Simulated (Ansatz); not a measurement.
# TaN: the cost of one run

Program: Ansatz 0.2.0. Level of theory: DFT r2SCAN, scalar-relativistic, plane waves, PAW. These are calculated values, not measurements.

3 further runs of the same task are left out: 1 that didn't finish, 2 set aside as unsound or not needed.

### 1 The structure to begin with

Symmetry: P6_3/mmc, No. 194, hexagonal system. Conventional cell: a = 2.902 Å, b = 2.902 Å, c = 5.892 Å, α = 90.00°, β = 90.00°, γ = 120.00°. Around Ta (site symmetry -3m) lie 6 N at 2.23 Å. N (site symmetry -6m2) is surrounded by 6 Ta at 2.23 Å.

Structure file:

```
CELL_PARAMETERS angstrom
2.90166 0.00000 0.00000
-1.45083 2.51291 0.00000
0.00000 0.00000 5.89152
ATOMIC_POSITIONS crystal
Ta 0.00000 0.00000 0.00000
Ta 0.00000 0.00000 0.50000
N 0.33333 0.66667 0.25000
N 0.66667 0.33333 0.75000
```

This cell was relaxed beforehand with the same method: volume 10.74 Å³/atom, gap on the mesh none (metal).

### 2 Zero of the scan

Contents of input.yaml:

```yaml
crystal:
  lattice:
    - [2.9016586661, 0.0, 0.0]
    - [-1.4508293331, 2.512910118, 0.0]
    - [0.0, 0.0, 5.8915240713]
  atoms:
    - { symbol: Ta, position: [0.0, 0.0, 0.0] }
    - { symbol: Ta, position: [0.0, 0.0, 0.5] }
    - { symbol: "N", position: [0.3333333333, 0.6666666667, 0.25] }
    - { symbol: "N", position: [0.6666666667, 0.3333333333, 0.75] }
basis:
  ecutwfc: 500
kpoints:
  mp_grid: { grid: [18, 18, 8] }
hamiltonian:
  xc: r2scan
scf:
  occupations: { method: gaussian, width: 0.15 }
output:
  forces: true
  stress: true
  eigenvalues: true
```

On the command line:

```
$ ansatz run input.yaml --threads 1 --pin off --max-ram 2560MiB --backend cpu --events-out ev --progress --plain --runs-dir out
```

Q: Estimate wall time and peak memory on 1 thread of Intel Xeon Platinum 8259CL at 2.50GHz (Skylake/Cascade Lake), shared host.

About 19 s, with a peak of 0.62 GiB.
